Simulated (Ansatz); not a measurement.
The system is BN.

```
N B
1.0
     0.00000    3.49532    2.16609
     1.25163    0.00000    2.16609
     1.25163    3.49532    0.00000
N B
1 1
Cartesian
  1.2516 3.4953 2.8881
  1.2516 3.4953 0.0002
```

Measurements of this composition are mostly on another form, of space group No. 194.

```yaml
Program: Ansatz 0.2.0
Task: single point
Functional: PBE
Potentials_or_basis: all-electron LAPW, scalar-relativistic
Cutoff: 525 eV (chosen from the basis error)
Basis_error_allowed: 0.001 eV/atom
k_mesh: 13 × 13 × 13
Occupations: fermi-dirac, width 0.05 eV
Spin: no spin polarisation
```

On this cell: pressure 3.2 GPa; largest force 0.010 eV/Å; band gap on the k mesh 3.90 eV, indirect (least direct gap 4.65 eV).

The same run follows on a disturbed copy (atoms moved at random, drawn with an rms of 0.05 Å):

```
CELL_PARAMETERS angstrom
0.00000 3.49532 2.16609
1.25163 0.00000 2.16609
1.25163 3.49532 0.00000
ATOMIC_POSITIONS crystal
N 0.66082 0.69742 0.32683
B 0.00701 0.00787 0.99074
```

Question: What changes?

Answer: The energy moves by +19.3 meV/atom; pressure 3.6 GPa; largest force 1.597 eV/Å; band gap on the k mesh 3.72 eV, indirect (least direct gap 4.65 eV).

Forces in eV/Å, atoms in the order of the input:
```
N   -1.246  0.451 -0.892
B    1.246 -0.451  0.892
```

Stress tensor (GPa, compression positive):
```
 2.37  0.37 -3.25
 0.37  1.60  0.22
-3.25  0.22  6.98
```

Caveats: an odd mesh through Γ misses points on the zone boundary, where band edges often lie.
